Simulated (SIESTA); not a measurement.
The system is ZnS (Wurtzite-6H).

```xyz
12
Lattice="3.8120 0.0000 0.0000 -1.9060 3.3013 0.0000 0.0000 0.0000 18.6900" Properties=species:S:1:pos:R:3 pbc="T T T"
Zn    0.0000    2.2009   15.5749
Zn    1.9060    1.1004    6.2299
Zn    1.9060    1.1004   12.4601
Zn    0.0000    2.2009    3.1151
Zn    0.0000    0.0000    9.3450
Zn    0.0000    0.0000    0.0000
S     0.0000    2.2009   17.9112
S     1.9060    1.1004    8.5662
S     1.9060    1.1004   14.7963
S     0.0000    2.2009    5.4513
S     0.0000    0.0000   11.6812
S     0.0000    0.0000    2.3362
```

Base run:

* Program: SIESTA 5.4.2
* Functional: PBE
* Potentials or basis: PseudoDojo 0.4 standard (PBE files)
* Basis: DZP (energy shift 0.003 Ry; two zetas on semicore shells)
* Grid cutoff: 800 Ry
* Energy shift: 0.003 Ry
* k mesh: 8 × 8 × 2
* Occupations: fermi-dirac, width 0.05 eV
* Spin: no spin polarisation

Its results: band gap on the k mesh 2.56 eV, direct; pressure 2.9 GPa; largest force 0.026 eV/Å.

Problem. After a change of settings the same cell gave: band gap on the k mesh 2.32 eV, direct; pressure -3.3 GPa; largest force 0.028 eV/Å. Which change was it?
A. functional from PBE to LDA; potentials or basis from PseudoDojo 0.4 standard (PBE files) to PseudoDojo 0.4 standard (LDA files)
B. basis from DZP (energy shift 0.003 Ry; two zetas on semicore shells) to DZP (energy shift 0.002 Ry); energy shift from 0.003 Ry to 0.002 Ry
C. basis from DZP (energy shift 0.003 Ry; two zetas on semicore shells) to TZDP (energy shift 0.002 Ry); energy shift from 0.003 Ry to 0.002 Ry
D. basis from DZP (energy shift 0.003 Ry; two zetas on semicore shells) to TZP (energy shift 0.01 Ry); energy shift from 0.003 Ry to 0.01 Ry

Solution. A.

Caveats: short orbitals over semicore shells can move pressures by several GPa; the valence orbitals were made in a potential fitted to the semicore shell under them, which widens gaps by tenths of an eV or more; the cell's inner coordinates are idealised or old, which leaves forces on the atoms; the basis of atomic orbitals isn't converged, which shifts pressures, moduli and gaps.

Not every run made on this cell is shown here.
